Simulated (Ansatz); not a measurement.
Crystal: NaCl.

```
CELL_PARAMETERS angstrom
0.00000 2.79406 2.79406
2.79406 0.00000 2.79406
2.79406 2.79406 0.00000
ATOMIC_POSITIONS crystal
Cl 0.50000 0.50000 0.50000
Na 0.00000 0.00000 0.00000
```

The cell is a database's computed one.

* Program: Ansatz 0.2.0
* Task: relaxation of cell and atoms
* Functional: revPBE
* Potentials or basis: all-electron LAPW, scalar-relativistic
* Basis error allowed: 0.001 eV/atom
* k mesh: 8 × 8 × 8
* Occupations: fermi-dirac, width 0.05 eV
* Spin: no spin polarisation

At the start: volume 21.81 Å³/atom.

Problem. How do energy, volume and symmetry change on relaxing?

Solution. Over 5 steps the energy falls by 26.5 meV/atom and the volume is 24.73 Å³/atom (+13.4 %); space group Fm-3m (No. 225, to 0.05 Å).

Step by step:
```
step  energy change (eV)  largest force (eV/Å)  volume (Å³)
   1              0.0000                0.0000        43.63
   2             -0.0465                0.0000        47.26
   3             -0.0527                0.0000        49.03
   4             -0.0530                0.0000        49.45
   5             -0.0530                0.0000        49.45
```

Final structure:
```
Cl Na
1.0
     0.00000    2.91333    2.91333
     2.91333    0.00000    2.91333
     2.91333    2.91333    0.00000
Cl Na
1 1
Direct
  0.50000 0.50000 0.50000
  0.00000 0.00000 0.00000
```
